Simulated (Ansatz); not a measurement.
Stationary points along a deformation path in Al2Ru

Method: DFT r2SCAN, scalar-relativistic, plane waves, PAW (Ansatz 0.2.0). The runs took a 500 eV cutoff, a Γ-centred 10×10×10 mesh and Gaussian smearing (0.03 eV). No spin polarisation. Energies are free energies at this smearing, counted from the undisturbed cell; pressure is positive in compression.

Reference structure (relaxed at this level; it needn't be the usual structure):

```
Al Ru
1.0
     0.00000    3.98951    4.39145
     2.35336    0.00000    4.39145
     2.35336    3.98951    0.00000
Al Ru
4 2
Direct
  0.07905 0.42095 0.07905
  0.42095 0.07905 0.42095
  0.17095 0.82905 0.17095
  0.82905 0.17095 0.82905
  0.75000 0.75000 0.75000
  0.50000 0.50000 0.50000
```

At fixed volume and fractional coordinates, lengths along (0.000, 0.000, 1.000) are scaled against those across it; ρ is that ratio over its starting value. V = 13.743 Å³/atom. Δσ is the stress along the axis less the mean stress across it (compression positive).

| ρ | ΔE (meV/atom) | Δσ (GPa) | space group |
| --- | --- | --- | --- |
| 0.850 | 221.0 | 46.78 | Fddd |
| 0.920 | 58.6 | 24.59 | Fddd |
| 1.000 | 0.0 | 0.01 | Fddd |
| 1.100 | 73.3 | -26.45 | Fddd |
| 1.200 | 256.9 | -46.59 | Fddd |

**Question.** How does the stress give the slope of the energy, and where is the energy stationary?

**Answer.** Along the path d ln(length) is 2/3 d ln ρ on the axis and −1/3 d ln ρ across it, so dE/d ln ρ = −(2/3) V Δσ: the energy falls with ρ where Δσ is positive. Δσ vanishes or changes sign at ρ = 1.000 (Fddd), a minimum at 0.0 meV/atom. Pairs of stationary points between two samples would go unseen, and could change a minimum read from distant neighbours into a maximum.

**Question.** Integrate that slope from ρ = 1 to 0.850 by the trapezoid rule.

**Answer.** With V/N in Å³ and 1 eV/Å³ = 160.2 GPa the slopes at ρ = 1.000, 0.920, 0.850 are -1, -1406, -2675 meV/atom per unit of ln ρ. The steps add 58.6 + 161.5 = 220.1 meV/atom, against 221.0 from the energies; the trapezoid rule misses the curvature of the slope within each step.

Forces appear on the atoms along this scan, and letting them relax would lower the energy and soften the response. The gap closes along the scan, which can put kinks into the curve.